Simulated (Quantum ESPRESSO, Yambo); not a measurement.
# A GW chain in Yambo: AlAs (F-43m), part 2 of 3

Aim: the G0W0 gap of AlAs (F-43m) on PBE, step by step.

Quantum ESPRESSO 7.5 and Yambo 5.3.0; PBE and many-body steps on it, plane waves. Known limits of the many-body steps: not at the basis limit; no spin-orbit coupling; coarse k mesh.

So far. Step 2 (Ground state): The gap is indirect, with the least direct gap 0.61 eV higher. Step 3 (Bands along the symmetry lines): The gap is 1.438 eV, as in the run before at this level.

## Step 4: Empty states on the mesh, 4×4×4 mesh, 548 bands

Level of this step: DFT, PBE, plane waves, norm-conserving pseudopotentials (Quantum ESPRESSO).

The sums over transitions need many empty states on a uniform mesh; this step solves for them.

pw.in

```
&control
  calculation = 'nscf'
  prefix = 'x'
  outdir = 'o'
  pseudo_dir = 'pseudo'
/
&system
  ibrav = 0
  nat = 2
  ntyp = 2
  ecutwfc = 100.0
  nbnd = 548
  force_symmorphic = .true.
/
&electrons
  conv_thr = 1e-9
  electron_maxstep = 80
  diago_full_acc = .true.
  diago_thr_init = 5e-6
/
ATOMIC_SPECIES
  Al 26.982 Al.upf
  As 74.922 As.upf
CELL_PARAMETERS angstrom
  0.0000000000 2.8304000000 2.8304000000
  2.8304000000 0.0000000000 2.8304000000
  2.8304000000 2.8304000000 -0.0000000000
ATOMIC_POSITIONS crystal
  Al 0.0000000000 0.0000000000 0.0000000000
  As 0.2500000000 0.2500000000 0.2500000000
K_POINTS automatic
  4 4 4 0 0 0
```

Run with:

```console
$ OMP_NUM_THREADS=1 mpirun -n 8 pw.x -nk 4 -in pw.in > pw.out
```

Log:

```text
[banner, memory and clock lines left out]
Program PWSCF v.7.5 starts

     Atomic positions and unit cell read from directory:
     o/x.save/

     Message from routine setup:
     using ibrav=0 with symmetry is DISCOURAGED, use correct ibrav instead

     bravais-lattice index     =            0
     lattice parameter (alat)  =       7.5642  a.u.
     unit-cell volume          =     306.0343 (a.u.)^3
     number of atoms/cell      =            2
     number of atomic types    =            2
     number of electrons       =        26.00
     number of Kohn-Sham states=          548
     kinetic-energy cutoff     =     100.0000  Ry
     charge density cutoff     =     400.0000  Ry
     Exchange-correlation= PBE
                           (   1   4   3   4   0   0   0)

     celldm(1)=   7.564177  celldm(2)=   0.000000  celldm(3)=   0.000000
     celldm(4)=   0.000000  celldm(5)=   0.000000  celldm(6)=   0.000000

     crystal axes: (cart. coord. in units of alat)
               a(1) = (   0.000000   0.707107   0.707107 )
               a(2) = (   0.707107   0.000000   0.707107 )
               a(3) = (   0.707107   0.707107  -0.000000 )

     reciprocal axes: (cart. coord. in units 2 pi/alat)
               b(1) = ( -0.707107  0.707107  0.707107 )
               b(2) = (  0.707107 -0.707107  0.707107 )
               b(3) = (  0.707107  0.707107 -0.707107 )
     Pseudo is Norm-conserving + core correction, Zval =  3.0
     Generated using ONCVPSP code by D. R. Hamann
     Using radial grid of 1876 points,  6 beta functions with:
     Pseudo is Norm-conserving + core correction, Zval = 23.0
     Generated using ONCVPSP code by D. R. Hamann
     Using radial grid of 1358 points,  6 beta functions with:
     Al                3.00    26.98200     Al( 1.00)
     As               23.00    74.92200     As( 1.00)

     24 Sym. Ops. (no inversion) found

   Cartesian axes

     site n.     atom                  positions (alat units)
         1        Al     tau(   1) = (   0.0000000   0.0000000   0.0000000  )
         2        As     tau(   2) = (   0.3535534   0.3535534   0.3535534  )

     number of k points=     8
                       cart. coord. in units 2pi/alat
        k(    1) = (   0.0000000   0.0000000   0.0000000), wk =   0.0312500
        k(    2) = (   0.1767767   0.1767767  -0.1767767), wk =   0.2500000
        k(    3) = (  -0.3535534  -0.3535534   0.3535534), wk =   0.1250000
[...]
k(    7) = (  -0.7071068   0.0000000   0.0000000), wk =   0.0937500
        k(    8) = (  -0.7071068   0.3535534   0.0000000), wk =   0.1875000

     Dense  grid:    41151 G-vectors     FFT dimensions: (  50,  50,  50)

     The potential is recalculated from file :
     o/x.save/charge-density

     Starting wfcs are   17 randomized atomic wfcs +  531 random wfcs

     Band Structure Calculation

     End of band structure calculation

          k = 0.0000 0.0000 0.0000 (  5065 PWs)   bands (ev):

  -176.9881-120.3709-120.3709-120.3709 -27.3877 -27.3877 -27.3877 -27.3771
   -27.3771  -4.8705   6.9991   6.9991   6.9991   9.0493  11.2909  11.2909
    11.2909  15.8858  16.0431  16.0431  18.4536  18.4536  18.4536  21.9189
    30.7849  30.7849  30.7849  32.7010  32.7010  33.0629  33.0629  33.0629
[...]
[... 57 further rows ...]
[...]
295.1236 299.3492 300.9422 300.9422

          k = 0.1768 0.1768-0.1768 (  5168 PWs)   bands (ev):

  -176.9881-120.3709-120.3709-120.3709 -27.3876 -27.3873 -27.3873 -27.3771
[...]
[... 57 further rows ...]
[...]
293.7932 294.5119 294.5119 294.5443

          k =-0.3536-0.3536 0.3536 (  5168 PWs)   bands (ev):

  -176.9881-120.3709-120.3709-120.3709 -27.3874 -27.3868 -27.3868 -27.3770
[...]
67.3176  69.4646  69.4646  69.7698  70.2946  70.2946  71.7273  72.7774
     [... 57 further rows ...]
   291.5269 291.8487 291.8487 291.9771 292.0881 292.2195 292.2195 293.0667
   293.5069 293.5069 293.5665 293.8593

          k = 0.3536 0.0000 0.0000 (  5105 PWs)   bands (ev):

     [... further k-points ...]

     highest occupied, lowest unoccupied level (ev):     6.9991    8.4373

     XML data file, pseudopotentials, collected wavefunctions
```

Wall time 1.9 min (8 MPI ranks of Arm Neoverse V1, shared host); peak memory 1.7 GiB.

Numbers from this step:

- gap: 1.438 eV
- k of the valence top: 0, 0, 0
- k of the conduction bottom: 0, -0.5, -0.5
- least direct gap: 2.050 eV
- k points computed: 8
- lowest point of the top converged band, above the valence top: 286.8602 eV

On this mesh the gap is 1.438 eV.

## Step 5: Conversion and set-up

This step: Yambo 5.3.0; conversion and set-up on PBE, plane waves, norm-conserving pseudopotentials.

The states are converted to the many-body program's format and the q mesh is built.

Run with:

```console
$ (cd o/x.save; p2y > p2y.log; mv SAVE ../..); yambo > setup.log
```

Log:

```text
 Yambo, version 5.3.0

 [02] CORE Variables Setup
 =========================

  [02.01] Unit cells
  ==================

  Cell kind             :  FCC
  Atoms in the cell     :  Al  As
  number of Al atoms    :  1
  number of As atoms    :  1

  List of atomic masses
  Mass of Al    :  26.98200
  Mass of As    :  74.92200

  List of atomic coordinates    : [cc]
  Al1       :  0.000000  0.000000  0.000000  order 1
  As1       :  2.674340  2.674340  2.674340  order 2

  Alat factors          :  5.348681  5.348681  5.348681 [a.u.]
  Direct lattice volume :  306.0343 [a.u.]
  Direct lattice vectors:  A[ 1 ]  A[ 2 ]  A[ 3 ]
   A[ 1 ]:  0.000000  1.000000  1.000000  [iru]
   0.000000  5.348681  5.348681  [cc]
   A[ 2 ]:  1.000000  0.000000  1.000000  [iru]
   5.348681  0.000000  5.348681  [cc]
   A[ 3 ]:  1.000000  1.000000 -0.000000  [iru]
   5.348681  5.348681 -0.000000  [cc]

  Recip. lattice volume :  0.810531 [a.u.]
  Recip. lattice vectors:  B[ 1 ]  B[ 2 ]  B[ 3 ]
   B[ 1 ]: -0.500000  0.500000  0.500000  [iku]
  -0.587358  0.587358  0.587358  [cc]
   B[ 2 ]:  0.500000 -0.500000  0.500000  [iku]
   0.587358 -0.587358  0.587358  [cc]
   B[ 3 ]:  0.500000  0.500000 -0.500000  [iku]
   0.587358  0.587358 -0.587358  [cc]

  [02.02] Symmetries
  ==================

  Inversion symmetry    : yes
  Spatial inversion     : no
  Inversion index       :  25
  K-space Time-reversal : yes
  Magnetic symmetries   : no
  Time-reversal derived K-space symmetries:   25   48
  Group table correct   : yes
  Symmetries units      :  [cc]

   [S  1]:   1.0000      0.42730E-17  0.42730E-17  0.42730E-17   1.0000     -0.42730E-17 -0.42730E-17 -0.42730E-17   1.0000
   [S  2]:  -1.0000     -0.42730E-17  0.42730E-17 -0.42730E-17  -1.0000     -0.42730E-17  0.42730E-17  0.42730E-17   1.0000
   [S  3]:  -1.0000      0.42730E-17 -0.42730E-17 -0.42730E-17   1.0000      0.42730E-17  0.42730E-17 -0.42730E-17  -1.0000
[...]
[S  9]:  0.42730E-17   1.0000      0.42730E-17 -0.42730E-17  0.42730E-17   1.0000       1.0000     -0.42730E-17 -0.42730E-17
   [S 10]:  0.42730E-17  -1.0000     -0.42730E-17 -0.42730E-17 -0.42730E-17  -1.0000       1.0000      0.42730E-17  0.42730E-17
     [... 36 further rows ...]
   [S*47]:   1.0000      0.42730E-17 -0.42730E-17  0.42730E-17 -0.42730E-17  -1.0000     -0.42730E-17   1.0000      0.42730E-17
   [S*48]:   1.0000     -0.42730E-17  0.42730E-17  0.42730E-17  0.42730E-17   1.0000     -0.42730E-17  -1.0000     -0.42730E-17

  [02.03] Reciprocal space
  ========================

  nG shells         :   388
  nG charge         :   41151
  nG WFs            :   6151
  nC WFs            :   5190
  G-vecs. in first 38 shells:  [ Number ]
     1    9   15   27   51   59   65   89  113
    137   169   181   229   259   283   307   331   339
    387   411   459   531   537   561   609   645   701
[...]
1139  1211
  ...
[...]
K/Q-points units:
  rlu = crystal or reduced units; cc = cartesian coordinates; iku = interal k-units

  K [1]          [rlu]:  0.000000  0.000000  0.000000
         WF components:   5065
  K [2]          [rlu]: -0.99003E-17  0.39775E-17  0.25000
         WF components:   5168
  K [3]          [rlu]:  0.19801E-16 -0.79550E-17 -0.50000
         WF components:   5168
  K [4]          [rlu]: -0.97223E-17  0.25000      0.25000
         WF components:   5105
  K [5]          [rlu]: -0.11933E-16  0.25000     -0.50000
         WF components:   5179
  [... 2 further k-points ...]
  K [8]          [rlu]:  0.250000 -0.500000 -0.250000
         WF components:   5180

  [02.05] Energies & Occupations
  ==============================

  [X] === General ===
  [X] Electronic Temperature                        :  0.000000  0.000000 [eV K]
  [X] Bosonic    Temperature                        :  0.000000  0.000000 [eV K]
  [X] Finite Temperature mode                       : no
  [X] El. density                                   :  0.57332E+24 [cm-3]
  [X] Fermi Level                                   :  6.999082 [eV]

  [X] === Gaps and Widths ===
  [X] Conduction Band Min                           :  1.438227 [eV]
  [X] Valence Band Max                              :  0.000000 [eV]
  [X] Filled Bands                                  :  13
  [X] Empty Bands                                   :    14   548
  [X] Direct Gap                                    :  2.050208 [eV]
  [X] Direct Gap localized at k                     :  1
  [X] Indirect Gap                                  :  1.438227 [eV]
  [X] Indirect Gap between kpts                     :   1   7
  [X] Last valence band width                       :  2.822586 [eV]
  [X] 1st conduction band width                     :  2.893526 [eV]

  E @ K [1]:  [eV]
  -183.9871 -127.3699 -127.3699 -127.3699  -34.3868  -34.3868  -34.3868  -34.3762
   -34.376      -11.870     -0.26555E-11 -0.19924E-11   0.0000       2.0502       4.2918       4.2918
    4.29183   8.88674   9.04406   9.04406  11.45451  11.45451  11.45451  14.91981
[...]
occ @ K [1]
[...]
E @ K [2]:  [eV]
[...]
occ @ K [2]
[...]
E @ K [3]:  [eV]
[...]
occ @ K [3]
[...]
E @ K [4]:  [eV]
[...]
occ @ K [4]
[...]
E @ K [5]:  [eV]
[...]
occ @ K [5]
[...]
[... 2 further k-points ...]
  E @ K [8]:  [eV]
[...]
occ @ K [8]
[...]
0.000000  0.000000  0.000000  0.000000  0.000000  0.000000  0.000000  0.000000
   0.000000  0.000000  0.000000  0.000000  0.000000  0.000000  0.000000  0.000000

 [03] Transferred momenta grid and indexing
 ==========================================

 IBZ Q-points                                      :   8
 BZ  Q-points                                      :   64

 K/Q-points units:
 rlu = crystal or reduced units; cc = cartesian coordinates; iku = interal k-units

 Q [1]          [rlu]:  0.000000  0.000000  0.000000
 Q [2]          [rlu]:  0.81056E-17  0.81056E-17  0.25000
 Q [3]          [rlu]: -0.16211E-16 -0.16211E-16 -0.50000
[...]
Q [7]          [rlu]:  0.19445E-16 -0.50000     -0.50000
 Q [8]          [rlu]:  0.250000 -0.500000 -0.250000

  [03.01] X indexes
  =================

   [03.01.01] Sigma indexes
   ========================

 [06] Game Over & Game summary
```

It took 4.2 s on 1 MPI rank; peak memory 0.25 GiB.

[end of part 2 of 3]

[Paths, hosts, dates, memory and timing lines, banners, echoed tables and standing remarks are left out of the program output.]

[Logs are printed without paths, hosts, clocks, repeated set-up lines and the standing remarks that a program may print on its own settings, such as how far it seeks lower states.]

[Runs of the session that timed out or met a known fault of the program may be left out.]

[Hosts, paths, dates, database ids (printed as entryN), source tags and the programs' standing remarks are cut or masked in the printed files.]
